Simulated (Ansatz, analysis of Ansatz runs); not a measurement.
# monolayer NbS2Br2 with Se_S

We look for the structure, spin, formation energy and gap states of neutral Se_S in monolayer NbS2Br2. Model: a cell of 40 host atoms with 1 S taken out and 1 Se put in.

Method: plane-wave PAW DFT, PBEsol and LDA; supercells relaxed in a periodic cell with vacuum, the primitive cell and the final single points with the Coulomb interaction cut along the normal, in Ansatz 0.2.0.

## (1) The starting structure

The cell holds 40 atoms: 8 Nb, 15 S, 16 Br and 1 Se. Its edges and angles: a = 13.026 Å, b = 13.026 Å, c = 35.000 Å, α = 90.0°, β = 90.0°, γ = 119.7°. It derives from NbS2Br2 (NbS2Br2 monolayer (from P-1)), repeated 2×2×1. Vacuum lies along c. Nearest the centre at fractional (0.549, 0.424, 0.442): Se26 at 0.00 Å, S5 at 2.02 Å, Nb22 at 2.48 Å, Nb31 at 2.48 Å, Br30 at 3.24 Å, Br39 at 3.24 Å, S33 at 3.50 Å, Br29 at 3.53 Å.

Coordinates:

```xyz
40
Lattice="13.0263 -0.0127 0.0000 -6.4383 11.3240 0.0000 0.0000 0.0000 35.0000" Properties=species:S:1:pos:R:3
Nb   -0.0084    0.0077   17.5000
Nb   -0.7636    4.2347   17.5000
S     2.1419    0.8670   18.3500
S    -1.9047    5.1082   19.5195
S     3.5992    3.3690   16.6500
S    -2.0864    4.7961   15.4805
Br   -1.0409    2.0249   19.0311
Br    1.5004    4.3318   19.0311
Br    0.2689    2.2174   15.9689
Br    1.0216    5.5662   15.9689
Nb   -3.2276    5.6697   17.5000
Nb   -3.9827    9.8967   17.5000
S    -1.0772    6.5290   18.3500
S    -5.1239   10.7702   19.5195
S     0.3801    9.0310   16.6500
S    -5.3056   10.4581   15.4805
Br   -4.2601    7.6869   19.0311
Br   -1.7187    9.9938   19.0311
Br   -2.9502    7.8794   15.9689
Br   -2.1976   11.2282   15.9689
Nb    6.5047    0.0013   17.5000
Nb    5.7496    4.2283   17.5000
S     8.6551    0.8606   18.3500
S     4.6084    5.1019   19.5195
S    10.1124    3.3626   16.6500
Se    4.4267    4.7898   15.4805
Br    5.4722    2.0186   19.0311
Br    8.0136    4.3255   19.0311
Br    6.7821    2.2111   15.9689
Br    7.5347    5.5598   15.9689
Nb    3.2856    5.6633   17.5000
Nb    2.5304    9.8903   17.5000
S     5.4359    6.5226   18.3500
S     1.3893   10.7639   19.5195
S     6.8932    9.0246   16.6500
S     1.2076   10.4518   15.4805
Br    2.2531    7.6806   19.0311
Br    4.7944    9.9875   19.0311
Br    3.5629    7.8731   15.9689
Br    4.3156   11.2218   15.9689
```

The cell's shortest repeat is 13.0 Å.

## (2) The perfect sheet

One layer is cut from the bulk crystal and relaxed, atoms and in-plane cell, with the Coulomb interaction cut along the normal so that the layer doesn't feel its images.

File cell/input.yaml:

```yaml
crystal:
  lattice:
    - [6.622945, 0.0, 0.0]
    - [-3.267765, 5.767036, 0.0]
    - [0.0, 0.0, 28.07475]
  atoms:
    - { symbol: Nb, position: [0.0, 0.0, 0.5000908] }
    - { symbol: Nb, position: [0.2519364, 0.7495533, 0.4999092] }
    - { symbol: S, position: [0.4007622, 0.1494203, 0.5311475] }
    - { symbol: S, position: [0.1559837, 0.9037747, 0.5725697] }
    - { symbol: S, position: [0.8511742, 0.600133, 0.4688525] }
    - { symbol: S, position: [0.0959527, 0.8457786, 0.4274303] }
    - { symbol: Br, position: [0.0161093, 0.3580472, 0.5550797] }
    - { symbol: Br, position: [0.608139, 0.7636996, 0.5550942] }
    - { symbol: Br, position: [0.235827, 0.391506, 0.4449203] }
    - { symbol: Br, position: [0.6437974, 0.9858537, 0.4449058] }
  periodic: [true, true, false]
basis:
  ecutwfc: 420
  xc_grid: 2
hamiltonian:
  xc: pbesol
kpoints:
  mp_grid: { grid: [6, 6, 1] }
scf:
  occupations: { method: fermi_dirac, width: 0.02 }
  max_iter: 80
relax:
  f_tol: 0.005
  max_steps: 60
  cell: {}
output:
  forces: true
checkpoint:
  write: "../cell.run"
  compress: false
  write_wavefunctions: false
  write_every: 100000
```

The run is started by

```bash
ansatz run input.yaml --threads 4 --pin off --max-ram 10362MiB --backend cpu --events-out ev --progress --plain --runs-dir out
```

Numbers of over 12 decimals in the logs are rounded to 6 here.

The log of the run:

```text
[... repeated set-up lines and file paths are left out, and long positions are rounded to six places ...]
Warning: crystal.periodic: the lattice vector that does not repeat stood 0.000° off the slab's normal, 28.075 Å along it as the deck builds it. [...]
crystal.periodic: the lattice vector that does not repeat stood 0.000° off the slab's normal, 28.075 Å along it as the deck builds it. [...]
Engine: ansatz 0.2.0, aarch64-unknown-linux-gnu
Pseudopotentials: kind: paw
Pseudopotential: Nb, paw, valence charge 13, recommended cutoff 420 eV (normal), Nb.paw.azcp
Pseudopotential: S, paw, valence charge 6, recommended cutoff 420 eV (normal), S.paw.azcp
Pseudopotential: Br, paw, valence charge 7, recommended cutoff 420 eV (normal), Br.paw.azcp
Functional definition: PBEsol
  exchange = pbesol_x
  correlation = pbesol_c
Crystal: 10 atoms, lattice volume = 1220.304 Å³
Basis set: ecut = 420 eV, 23787 PW (Γ), exchange–correlation on 90×90×432 points (8 copies of the dense FFT grid, shifted against one another)
Bands: 49, of which v1, the nominal top of the filled ones, is band 39 counted from 1 (38 counted from 0)
Symmetry: 2 space group operations
Space group: P-1 (ITA 2), of the structure as read, at distance tolerance 1.1e-4 Å
k-points: 20 of 36
Non-local potential: Nb, projectors of the file, l = 0: 3, l = 1: 2, l = 2: 2, l = 3: 1
Non-local potential: S, projectors of the file, l = 0: 2, l = 1: 2, l = 2: 2
Non-local potential: Br, projectors of the file, l = 0: 2, l = 1: 2, l = 2: 2
PAW form: soft (Blöchl's): semilocal exchange-correlation on the pseudo side does not see the compensation charge
PAW frozen core: Nb, regenerated for the run's functional, and the local potential with it (the file was generated under x = pbe(κ = 0.804, μ = 0.219515), c = pbe(β = 0.066725))
PAW frozen core: S, regenerated for the run's functional, and the local potential with it (the file was generated under x = pbe(κ = 0.804, μ = 0.219515), c = pbe(β = 0.066725))
PAW frozen core: Br, regenerated for the run's functional, and the local potential with it (the file was generated under x = pbe(κ = 0.804, μ = 0.219515), c = pbe(β = 0.066725))
PAW one-centre angular grid: Nb, 590 points (default); XC on 64 Gauss nodes
PAW one-centre angular grid: S, 110 points (default); XC on 64 Gauss nodes
PAW one-centre angular grid: Br, 110 points (default); XC on 64 Gauss nodes
Initial density: superposition of atomic densities (neutral atoms: chi_scale 0, normalization atom), corrected by the library's trained network
Initial wavefunctions: pseudopotential atomic-orbital guess
Functional: x = pbesol(κ = 0.804, μ = 0.123457), c = pbesol(β = 0.046)
[...]
basis re-selected at this cell: Δ(F+E_penalty+E_count) = +7.613e-4 eV, ΔP = +0.000 N/m vs the last step (what re-selecting the basis moved, of the pressure what is left beyond the Pulay correction that the steps carried, after the strain that the cell walked [...]
SCF converged after 7 iterations
Free energy (F): -23485.429549 eV
Harris-Foulkes:  -23485.429549 eV  (|F-HF|=6.55e-11)
Internal energy: -23485.429549 eV  (E = F + TS)
E sigma→0 (E₀):  -23485.429549 eV
Fermi energy:    -4.764199 eV
--- Per-component energies (eV) ---
  E_band       = -1392.119786
  E_kinetic    = 1749.327899
  E_local      = -99870.256812  (includes V_loc(G=0)·N_el)
  E_nonlocal   = 640.092014
  E_hartree    = 48780.281807
  E_xc         = -1778.701181
  E_vxc        = -1188.656350  (∫ρ·V_xc dr)
  E_paw        = -17183.211623  (= ΣΔE_a)
  E_vpaw       = -283.190326  (= ΣTr[D̂ρ^β])
  E_aug_tail   = 0.000014  (compensation charges beyond the density's cutoff)
  E_ewald      = 44176.044037
  E_core_change = 0.994296  (= ΣΔE_core)
  E_smearing   = -0.000000  (= −TS)
  E_closure    = -0.000000  (closes the sum)
  Σ components = -23485.429549   (vs F -23485.429549, Δ=0.00e0)
--- Forces (eV/Å), atoms counted from 1 ---
  atom   1  Nb     0.00125181     0.00016887    -0.00011563
  atom   2  Nb    -0.00125181    -0.00016887     0.00011563
  atom   3  S      0.00089450     0.00200305     0.00101988
  atom   4  S      0.00008543    -0.00026633    -0.00413766
  atom   5  S     -0.00089450    -0.00200305    -0.00101988
  atom   6  S     -0.00008543     0.00026633     0.00413766
  atom   7  Br     0.00007453    -0.00080555    -0.00073278
  atom   8  Br    -0.00071216    -0.00034105    -0.00064093
  atom   9  Br    -0.00007453     0.00080555     0.00073278
  atom  10  Br     0.00071216     0.00034105     0.00064093
  max |Σ_I F_I| component: 1.08e-19 eV/Å
--- 2D stress c σ (N/m, compression-positive) ---
       -0.002786       0.004635       0.000000
        0.004635       0.003114       0.000000
        0.000000       0.000000       0.000000
  P = ½ c Tr σ = 0.0002 N/m
--- Relaxed structure (6 steps of the walk, 6 accepted, 1 SCFs on fresh bases) ---
  F+E_penalty+E_count = -23485.42954865 eV   max|allowed force component| = 4.138e-3 eV/Å   (the final SCF, on the basis selected at the relaxed cell)
  cell:  # Å, volume = 1177.5630 Å³
    - [6.513155, -0.00637224, 0]
    - [-3.219143, 5.662005, 0]
    - [0, 0, 31.9495047403]
  atoms:
    - { symbol: Nb, position: [-0.000623, 0.001355, 0.439361] }
    - { symbol: Nb, position: [0.252559, 0.748199, 0.439361] }
    - { symbol: S, position: [0.404770, 0.153582, 0.465966] }
    - { symbol: S, position: [0.153555, 0.902368, 0.502572] }
    - { symbol: S, position: [0.847166, 0.595972, 0.412756] }
    - { symbol: S, position: [0.098381, 0.847185, 0.376151] }
    - { symbol: Br, position: [0.016950, 0.357655, 0.487284] }
    - { symbol: Br, position: [0.608843, 0.765757, 0.487284] }
    - { symbol: Br, position: [0.234986, 0.391898, 0.391438] }
    - { symbol: Br, position: [0.643093, 0.983796, 0.391438] }
```

The job ended after 2.5 min (4 threads of Arm Neoverse V1, shared host; peak memory 2.3 GiB).

The in-plane vectors went from 6.623 and 6.628 Å, as in the bulk, to 6.513 and 6.513 Å; the layer is 4.04 Å thick between its outer atoms.

## (3) Does the sheet stay flat and symmetric?

The defect-free supercell is relaxed from atoms displaced by 0.08 Å at random. A buckling or a charge-density wave of the sheet itself would otherwise be counted to the defect.

File pristine.relax/input.yaml:

```yaml
crystal:
  lattice:
    - [13.0263107585, -0.0127444863, 0.0]
    - [-6.4382869384, 11.3240093899, 0.0]
    - [0.0, 0.0, 16.0]
  atoms:
    - { symbol: Nb, position: [-0.000311257, 0.0006773869, 0.5000001816] }
    - { symbol: Nb, position: [0.126279447, 0.3740992531, 0.4999998184] }
    - { symbol: S, position: [0.2023850366, 0.0767907636, 0.5531264233] }
    - { symbol: S, position: [0.0767776756, 0.4511839564, 0.6262218604] }
[... 30 atom lines left out ...]
    - { symbol: S, position: [0.9235831534, 0.7979858764, 0.4468735767] }
    - { symbol: S, position: [0.5491905144, 0.9235926836, 0.3737781396] }
    - { symbol: Br, position: [0.5084749989, 0.6788275612, 0.5956943911] }
    - { symbol: Br, position: [0.8044216826, 0.8828786269, 0.5956945561] }
    - { symbol: Br, position: [0.6174931911, 0.6959490788, 0.4043056089] }
    - { symbol: Br, position: [0.8215465074, 0.9918980131, 0.4043054439] }
basis:
  ecutwfc: 420
  xc_grid: 2
hamiltonian:
  xc: pbesol
kpoints:
  mp_grid: { grid: [1, 1, 1] }
scf:
  occupations: { method: fermi_dirac, width: 0.01 }
  max_iter: 80
output:
  forces: true
relax:
  f_tol: 0.015
  max_steps: 100
  random_displacement: { amplitude: 0.08, seed: 8713 }
```

The log of the run:

```text
[...]
Warning: crystal.lattice misses the space group found at crystal.symmetry.tolerance 1.0e-5 in a digit that the deck types, which is why this is a warning: making the lattice exact moves one of its numbers by a whole unit of that number's last typed decimal, [...]
[...]
Crystal: 40 atoms, lattice volume = 2358.848 Å³
Basis set: ecut = 420 eV, 46189 PW (Γ), exchange–correlation on 180×180×216 points (8 copies of the dense FFT grid, shifted against one another)
Bands: 196, of which v1, the nominal top of the filled ones, is band 156 counted from 1 (155 counted from 0)
Symmetry: 1 space group operations
k-points: 1
[...]
SCF iter   1: F=—  HF=-93940.163406 eV  |F-HF|=—  |Δ(HF+E_count)|=         —  Δρ=3.78e-3  dr2=3.25e-1  ethr=1.77e-3  ⟨swp⟩=7.0  Hψ=912  notcnv=0  defer=2
[...]
- { symbol: S, position: [0.075526, 0.949163, 0.626227] }
    - { symbol: S, position: [0.423756, 0.797445, 0.445814] }
    - { symbol: S, position: [0.050008, 0.923750, 0.374032] }
    - { symbol: Br, position: [0.007611, 0.677837, 0.595442] }
    - { symbol: Br, position: [0.304142, 0.881187, 0.595214] }
    - { symbol: Br, position: [0.118034, 0.695104, 0.404911] }
    - { symbol: Br, position: [0.321352, 0.991662, 0.404689] }
    - { symbol: Nb, position: [0.499514, -0.000231, 0.499934] }
    - { symbol: Nb, position: [0.626051, 0.373274, 0.500057] }
[...]
- { symbol: Nb, position: [0.499571, 0.499798, 0.499987] }
    - { symbol: Nb, position: [0.626060, 0.873311, 0.499988] }
    - { symbol: S, position: [0.701896, 0.575609, 0.554152] }
    - { symbol: S, position: [0.575286, 0.949098, 0.626063] }
    - { symbol: S, position: [0.923607, 0.797348, 0.446184] }
    - { symbol: S, position: [0.550296, 0.923999, 0.373829] }
    - { symbol: Br, position: [0.507503, 0.677852, 0.595197] }
    - { symbol: Br, position: [0.804110, 0.881410, 0.595405] }
    - { symbol: Br, position: [0.618132, 0.695239, 0.404748] }
    - { symbol: Br, position: [0.821584, 0.991866, 0.404847] }
[key lines of the parts left out:]
SCF converged after 8 iterations
Free energy (F): -93941.917929 eV
Fermi energy:    0.007748 eV
```

It took 50 s on 4 threads; peak memory 1.9 GiB; 3.2 min of CPU time.

At the zone centre alone the symmetric supercell lies within 5 meV an atom of the primitive cell's dense mesh.

It ends 0.004 eV below the symmetric cell, so the symmetric sheet is kept as the host.

## (4) Band edges against the vacuum level

With the interaction cut along the normal, the potential far from the sheet is the zero of energy, so band edges and defect states of different cells share one scale, as long as a cell has no dipole along the normal.

File host/input.yaml:

```yaml
crystal:
  lattice:
    - [6.5131553793, -0.0063722431, 0.0]
    - [-3.2191434692, 5.662004695, 0.0]
    - [0.0, 0.0, 35.0]
  atoms:
    - { symbol: Nb, position: [-0.0006225139, 0.0013547737, 0.500000083] }
    - { symbol: Nb, position: [0.2525588939, 0.7481985063, 0.499999917] }
    - { symbol: S, position: [0.4047700732, 0.1535815272, 0.5242863649] }
    - { symbol: S, position: [0.1535553512, 0.9023679127, 0.5577014219] }
    - { symbol: S, position: [0.8471663068, 0.5959717528, 0.4757136351] }
    - { symbol: S, position: [0.0983810288, 0.8471853673, 0.4422985781] }
    - { symbol: Br, position: [0.0169499977, 0.3576551225, 0.5437460074] }
    - { symbol: Br, position: [0.6088433653, 0.7657572537, 0.5437460828] }
    - { symbol: Br, position: [0.2349863823, 0.3918981575, 0.4562539926] }
    - { symbol: Br, position: [0.6430930147, 0.9837960263, 0.4562539172] }
  periodic: [true, true, false]
basis:
  ecutwfc: 420
  xc_grid: 2
hamiltonian:
  xc: pbesol
kpoints:
  mp_grid: { grid: [2, 2, 1] }
  band_path: { path: [VBM, CBM], npoints: 1 }
scf:
  occupations: { method: fixed }
  max_iter: 80
output:
  forces: true
  eigenvalues: true
  write_potential: true
  volumetric_format: npy
```

The log of the run:

```text
[...]
Warning: the atoms were moved onto the symmetric positions of the space group found under crystal.symmetry.tolerance 1.0e-5 (fractional; [...]
[...]
Crystal: 10 atoms, lattice volume = 1289.995 Å³
Basis set: ecut = 420 eV, 25137 PW (Γ), exchange–correlation on 90×90×480 points (8 copies of the dense FFT grid, shifted against one another)
Bands: 49, of which v1, the nominal top of the filled ones, is band 39 counted from 1 (38 counted from 0)
Symmetry: 4 space group operations
[...]
k-points: 3 of 4
[...]
SCF iter   1: F=—  HF=-23485.473513 eV  |F-HF|=—  |Δ(HF+E_count)|=         —  Δρ=2.46e-3  dr2=6.70e-2  ethr=1.77e-3  ⟨swp⟩=7.0  Hψ=834  notcnv=0  defer=24
[...]
SCF iter  10: F=-23485.478554 eV  HF=-23485.478554 eV  |F-HF|=2.03e-9  |Δ(HF+E_count)|=  6.18e-11  Δρ=5.18e-7  dr2=3.27e-9  ethr=1.28e-10  ⟨swp⟩=27.3  Hψ=1671  notcnv=0
SCF 1 converged in 10 iterations: F = -23485.478554 eV  dr2 = 3.27e-9
[...]
NSCF: frozen V_eff on 13 k-points
[...]
WARN: The output density's exchange-correlation potential varies sharply where the density is thin. Do not read a vacuum level from v_tot or v_xc, or from such a field of the output density. [...]
SCF converged after 10 iterations
Free energy (F): -23485.478554 eV
[...]
Internal energy: -23485.478554 eV  (E = F + TS)
E sigma→0 (E₀):  -23485.478554 eV
Fermi energy:    -5.557958 eV
[...]
--- Forces (eV/Å), atoms counted from 1 ---
  atom   1  Nb     0.01511287    -0.00880219    -0.00000000
  atom   2  Nb    -0.01511287     0.00880219     0.00000000
  atom   3  S      0.00553363     0.00950094     0.01518783
  atom   4  S     -0.00737396    -0.01266069    -0.03574021
  atom   5  S     -0.00553363    -0.00950094    -0.01518783
  atom   6  S      0.00737396     0.01266069     0.03574021
  atom   7  Br    -0.01059455     0.01669321    -0.01791574
  atom   8  Br     0.01974715    -0.00097870    -0.01791574
  atom   9  Br     0.01059455    -0.01669321     0.01791574
  atom  10  Br    -0.01974715     0.00097870     0.01791574
  max |Σ_I F_I| component: 1.39e-17 eV/Å
--- Band table (eV) ---
[...]
[... further k-points left out ...]
```

The job ended after 31 s (4 threads; peak memory 1.7 GiB; 2 min of CPU time).

In the SCF lines HF is the Harris–Foulkes energy and dr2 the Hartree energy of the density residual, in eV; the loop may stop once dr2 is under the threshold and the program's other checks hold. Hψ counts applications of the Hamiltonian.

The band edges were searched for over the zone, on the density of this mesh. The valence top lies 5.55 eV and the conduction bottom 4.01 eV below the vacuum level: a gap of 1.54 eV.

(Continued in part 2 of 3.)

[Logs are printed without paths, hosts, clocks, repeated set-up lines and the standing remarks that a program may print on its own settings, such as how far it seeks lower states.]

[Hosts, paths, dates, database ids (printed as entryN), source tags and the programs' standing remarks are cut or masked in the printed files.]

[Maps of the electrostatic potential energy from Ansatz leave out the sawtooth potential of an applied field or a dipole correction, so their vacuum need not be flat.]
